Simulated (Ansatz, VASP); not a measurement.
**One calculation of Ba, two programs**

```
Ba
1.0
     3.76381    0.00000    0.00000
     0.00000    3.76381    0.00000
     0.00000    0.00000    4.07153
Ba
1
Direct
  0.50000 0.50000 0.50000
```

Alike in both runs: task single point; functional PBEsol; k mesh 14 × 14 × 14; occupations gaussian, width 0.15 eV; no spin polarisation.

|  | VASP | Ansatz |
| --- | --- | --- |
| version | VASP 6.6.1 | Ansatz 0.2.0 |
| potentials or method | VASP PAW PBE potentials, release 64 (Ba_sv) | scalar-relativistic, plane waves, PAW |
| plane-wave cutoff (eV) | 520 | 420 |
| valence electrons in the cell | 10 | 10 |

Ansatz gave:

| Quantity | Value |
| --- | --- |
| gap on the k mesh at the Fermi level (eV) | none |
| pressure (GPa) | -0.2 |
| largest component of the traceless stress (GPa) | 1.56 |

Task: Estimate VASP's values.

Result: gap on the k mesh at the Fermi level (eV): none; pressure (GPa): -0.1; largest component of the traceless stress (GPa): 1.64.

A gap of «none» marks a metal or a gap that the smearing closes. The functional is the same, so the differences come from potentials, cutoffs and numerics.

Caveats: the PAW data sets were made with another functional, which shifts forces and pressure a little (VASP). Spin-orbit coupling is left out, which matters for the levels of Ba.
